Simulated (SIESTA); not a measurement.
Runs of SIESTA 5.4.2 on SiC. The structure is hexagonal, space group P6_3mc (No. 186). The conventional cell has a = 3.076 Å, b = 3.076 Å, c = 10.071 Å, α = 90.00°, β = 90.00°, γ = 120.00°. Around Si (site symmetry 3m) lie 4 C at 1.88 to 1.89 Å. Si (site symmetry 3m) has 4 C at 1.88 to 1.89 Å as nearest neighbours. Around C (site symmetry 3m) lie 4 Si at 1.88 to 1.89 Å. Around C (site symmetry 3m) lie 4 Si at 1.88 to 1.89 Å. The cell is a database's computed one.

```csv
task,level,potentials or basis,energy shift,gap on the mesh (eV),pressure (GPa),largest force (eV/Å)
band structure,PBE,"PseudoDojo 0.4 standard (PBE files), DZP (energy shift 0.003 Ry)",0.003 Ry,2.22,6.9,0.02
band structure,PBE,"PseudoDojo 0.4 standard (PBE files), DZP (energy shift 0.01 Ry)",0.01 Ry,2.21,(c),(a)
band structure,LDA,"PseudoDojo 0.4 standard (LDA files), DZP (energy shift 0.003 Ry)",0.003 Ry,2.18,(b),0.03
band structure,PBE,"PseudoDojo 0.4 standard (PBE files), TZDP (energy shift 0.003 Ry)",0.003 Ry,2.33,7.1,0.02
band structure,PBE,"PseudoDojo 0.4 standard (PBE files), TZP (energy shift 0.003 Ry)",0.003 Ry,2.22,7.1,0.02
band structure,AM05,"PseudoDojo 0.4 standard (PBEsol files), DZP (energy shift 0.003 Ry)",0.003 Ry,2.10,3.0,0.02
```

Alike in all rows: no spin polarisation; cell as given; k mesh 10 × 10 × 3; smearing fermi-dirac 0.05 eV; grid cutoff 500 Ry.

Task: Fill in the values left out.

Result: (a) 0.05; (b) -1.4; (c) 5.6.

Caveats: the basis of atomic orbitals isn't converged, which shifts pressures, moduli and gaps; the potentials were made for another functional, which shifts forces and pressure (some runs).

